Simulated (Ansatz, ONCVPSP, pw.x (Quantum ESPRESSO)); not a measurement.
## What a changed setting does to a pw.x run (fcc N)

Potential: optimised norm-conserving Vanderbilt (ONCV), ONCVPSP 4.0.1.1 (patched build), PBE; core [He], reference 2s2 2p3; waves: 2s: rc 0.90 bohr, ncon 4, nbas 7, qcut 9.4 1/bohr, 2 projectors, debl 2 Ha; 2p: rc 2.55 bohr, ncon 4, nbas 7, qcut 6.2 1/bohr, 2 projectors, debl 1.6 Ha; d scattering state at 0.15 Ha: rc 2.55 bohr, ncon 4, nbas 9, qcut 3.7 1/bohr, 1 projector; local part: polynomial inside 0.70 bohr (lpopt 5, dvloc0 -1 Ha); core correction: none.

The reference run (k-mesh 18³, cutoffs 95/380 Ry, Fermi–Dirac 0.01 Ry, mixing_beta 0.4, conv_thr 1e-9, no spin) gives -1.27 GPa at 7.602 Å³/atom, where all-electron LAPW gives 0.28 GPa. This run, with its own iteration cap, changes smearing to gauss.

```
&control
  calculation='scf', prefix='x', pseudo_dir='./', outdir='./tmp', tstress=.true., disk_io='none'
/
&system
  ibrav=0, nat=1, ntyp=1, ecutwfc=95, ecutrho=380, nbnd=9,
  occupations='smearing', smearing='gauss', degauss=0.01
/
&electrons
  conv_thr=1e-09, mixing_beta=0.4, electron_maxstep=60
/
ATOMIC_SPECIES
N 1.0 N.UPF
CELL_PARAMETERS angstrom
  0.00000000 1.56062762 1.56062762
  1.56062762 0.00000000 1.56062762
  1.56062762 1.56062762 0.00000000
ATOMIC_POSITIONS crystal
N 0.0000 0.0000 0.0000
K_POINTS automatic
18 18 18 0 0 0
```

```bash
pw.x < N.scf.in > N.scf.out
```

Problem. How does the run end?

Solution. It converges in 6 iterations; the free energy moves by +19.0 meV/atom and the pressure by -0.41 GPa. Gaussian smearing of the same width is narrower in effect than Fermi–Dirac, so its quadratic term in F is smaller.

```
Message from routine setup:
     using ibrav=0 with symmetry is DISCOURAGED, use correct ibrav instead
     lattice parameter (alat)  =       4.1707  a.u.
     unit-cell volume          =      51.3008 (a.u.)^3
     number of electrons       =         5.00
     number of Kohn-Sham states=            9
     kinetic-energy cutoff     =      95.0000  Ry
     charge density cutoff     =     380.0000  Ry
     scf convergence threshold =      1.0E-09
     Exchange-correlation= PBE
     number of k points=   195  Gaussian smearing, width (Ry)=  0.0100
     iteration #  1     ecut=    95.00 Ry     beta= 0.40
     c_bands:  5 eigenvalues not converged
     c_bands:  5 eigenvalues not converged
     c_bands:  3 eigenvalues not converged
     [... 109 repeated lines left out ...]
     total energy              =     -19.05870018 Ry
     estimated scf accuracy    <       0.00039208 Ry
     iteration #  2     ecut=    95.00 Ry     beta= 0.40
     [... 41 repeated lines left out ...]
     total energy              =     -19.05871762 Ry
     estimated scf accuracy    <       0.00010432 Ry
     iteration #  3     ecut=    95.00 Ry     beta= 0.40
     [... 22 repeated lines left out ...]
     total energy              =     -19.05873077 Ry
     estimated scf accuracy    <       0.00000254 Ry
     iteration #  4     ecut=    95.00 Ry     beta= 0.40
     [... 6 repeated lines left out ...]
     total energy              =     -19.05873128 Ry
     estimated scf accuracy    <       0.00000003 Ry
     iteration #  5     ecut=    95.00 Ry     beta= 0.40
     [... 1 repeated lines left out ...]
     total energy              =     -19.05873129 Ry
     estimated scf accuracy    <          3.1E-09 Ry
     iteration #  6     ecut=    95.00 Ry     beta= 0.40
     the Fermi energy is     8.6328 ev
!    total energy              =     -19.05873129 Ry
     estimated scf accuracy    <          7.0E-10 Ry
     smearing contrib. (-TS)   =      -0.00054322 Ry
     The total energy is F=E-TS. E is the sum of the following terms:
     one-electron contribution =       3.56068037 Ry
     hartree contribution      =       1.38700032 Ry
     xc contribution           =      -4.57294564 Ry
     ewald contribution        =     -19.43292312 Ry
     convergence has been achieved in   6 iterations
          total   stress  (Ry/bohr**3)                   (kbar)     P=      -16.78
     Message from routine punch:
     Nothing written, as per user request (disk_io='none')
```

The run took about 33 s on one core of a shared host (Neoverse-N1, 64 threads, 124 GiB, load 57).
